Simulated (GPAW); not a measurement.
**Ge: single point with GLLB-SC**

The system is Ge.

```
Ge
1.0
    -0.02821    2.10200    2.11346
     2.07162   -0.03255    2.11780
     2.04296    2.07768   -0.00389
Ge
1
Cartesian
  0.0000 0.0000 0.0000
```

This isn't the form of Ge at room conditions, which is diamond.

The cell isn't the ideal one: cell sheared at random, sigma 0.01, atoms nudged by 0.01 Å.

- Program: GPAW 26.7.0
- Task: single point
- Functional: GLLB-SC
- Potentials or basis: the program's PAW data sets (release 1.2.1) made for this functional
- Cutoff: 450 eV
- Basis: pw
- k mesh: 9 × 9 × 9
- Occupations: fermi-dirac, width 0.05 eV
- Spin: no spin polarisation

The band gap on the k mesh, Kohn-Sham part alone is none (metal or under the smearing width).

Levels at points of the mesh, in eV from the Fermi level:
| k point | band 1 | band 2 | band 3 | band 4 | band 5 |
| --- | --- | --- | --- | --- | --- |
| (0.00, 0.00, 0.00) | -13.59 | 8.62 | 8.98 | 9.35 | 13.61 |

Wall time 22 s on 1 thread of Arm Neoverse V2, on a shared host, peak memory 0.15 GiB.

Caveat: a model potential gives levels but no total energy.
